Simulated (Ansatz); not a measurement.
HgTe:

```
CELL_PARAMETERS angstrom
-3.04560 3.04560 1.55941
3.04560 -3.04560 1.55941
3.04560 3.04560 -1.55941
ATOMIC_POSITIONS crystal
Hg 0.75000 0.25000 0.50000
Te 0.00000 0.00000 0.00000
```

Measurements of this composition are mostly on another form, of space group No. 216.

- Program: Ansatz 0.2.0
- Task: relaxation of cell and atoms
- Functional: revPBE
- Potentials or basis: Ansatz PAW
- Cutoff: 420 eV (not typed: the program's choice for these potentials)
- k mesh: 10 × 10 × 10
- Occupations: fermi-dirac, width 0.05 eV
- Spin: no spin polarisation

At the start: volume 28.93 Å³/atom.

Problem. How do energy, volume and symmetry change on relaxing?

Solution. It ends after 5 steps and the volume is 29.60 Å³/atom (+2.3 %); space group I-4m2 (No. 119, to 0.05 Å).

Step by step:
```tsv
step	energy change (eV)	largest force (eV/Å)	volume (Å³)
1	0.0000	0.0000	57.86
2	-0.0430	0.0000	59.64
3	-0.0519	0.0000	59.17
4	-0.0521	0.0000	59.21
5	-0.0523	0.0000	59.21
```

Final structure:
```
Hg Te
1.0
    -2.99025    2.99025    1.65543
     2.99025   -2.99025    1.65543
     2.99025    2.99025   -1.65543
Hg Te
1 1
Direct
  0.75000 0.25000 0.50000
  0.00000 0.00000 0.00000
```

Caveat: the plane-wave basis is chosen anew once the cell has moved, so the energies of steps on either side of that aren't comparable; the PAW data sets come from PBE, with cores solved anew for the run's functional, which leaves a small shift of forces and pressure.
